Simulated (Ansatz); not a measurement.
## GeTe with two functionals, biaxial strain −1.56 %, plane normal [001], relaxed out of plane

Consider GeTe (space group R3m, No. 160).

```
GeTe
1.0
    2.11331     1.22012     3.63992
   -2.11331     1.22012     3.63992
    0.00000    -2.44024     3.63992
Ge Te
1 1
Direct
  0.23423   0.23423   0.23423
  0.76577   0.76577   0.76577
```

Cartesian axes are those of the cell as printed.

(Cell as relaxed with PBE.)

Levels (all Ansatz, a quantum-chemistry and plane-wave program, PAW): PBE (420 eV, no spin-orbit coupling); r2SCAN (500 eV, spin-orbit coupling left out).

Each level relaxes its own structure.

```json
[
 {"base": "volume per atom", "PBE": "28.16 Å³", "r2SCAN": "27.99 Å³"},
 {"base": "lattice parameter a", "PBE": "7.987 bohr", "r2SCAN": "7.912 bohr"}
]
```

Now apply this change: compressive biaxial strain of 1.56 % in the plane normal to [001], as in epitaxy on a mismatched substrate; the out-of-plane cell vector and the atoms relax.

| quantity | PBE | r2SCAN |
|---|---|---|
| mean in-plane stress (compression positive) | +1.4 GPa | … |
| out-of-plane strain | +1.67 % | … |

**Question.** What does r2SCAN give?

**Answer.** 
- mean in-plane stress (compression positive), r2SCAN: +1.5 GPa
- out-of-plane strain, r2SCAN: +1.96 %

PBE's out-of-plane strain lies 0.29 % below r2SCAN's. Neither level is exact; r2SCAN is the comparison here, not a measurement.

No phonon test of stability was made. No dispersion term is included, though the crystal is made of layers, chains or molecules, so its spacings can come out too wide.
